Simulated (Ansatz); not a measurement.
## ZrSe₂, one structure, two calculations

Cell: a Materials Project structure (computed, not necessarily an observed phase), ions relaxed with PBE at fixed cell.

```yaml
crystal:
  lattice:
    - [3.81115, 0.00000, 0.00000]
    - [-1.90558, 3.30055, 0.00000]
    - [0.00000, 0.00000, 6.39991]
  atoms:
    - { symbol: Zr, position: [0.00000, 0.00000, 0.00000] }
    - { symbol: Se, position: [0.66667, 0.33333, 0.75396] }
    - { symbol: Se, position: [0.33333, 0.66667, 0.24604] }
```

Sites (sets of like atoms) are named by element and the number of their first atom in this list.

First run. Computed with Ansatz: DFT, PBE, plane waves and PAW, scalar-relativistic, 420 eV cutoff, Γ-centred 10×10×5 k-points, Fermi–Dirac smearing 0.01 eV.

```
site  atom  V_zz (10²¹ V/m²)     η
  Zr     1             -2.38  0.00
  Se     2             -0.40  0.00
```

Second run. The same atoms and settings, except that the functional is r2SCAN and the cutoff is 500 eV.

Task: Given the first result, estimate the second.

Result: 

```
site  atom   V_zz     η  change of V_zz
  Zr     1  -2.04  0.00           +0.34
  Se     2  -0.16  0.00           +0.24
```

The largest change of V_zz is on Zr, from -2.38 to -2.04. In per cent, |V_zz| changes by -15 on Zr (all sites that start above 0.5).

Without spin–orbit coupling (the program notes it for Zr) the gradients can shift somewhat, as the gap is small.
For the first run: With a gap of 0.4 eV on this mesh, small gradients can still move by 0.1 × 10²¹ V/m² or more as the k-mesh gets denser.
For the second run: With a gap of 0.8 eV on this mesh, small gradients can still move by 0.1 × 10²¹ V/m² or more as the k-mesh gets denser.
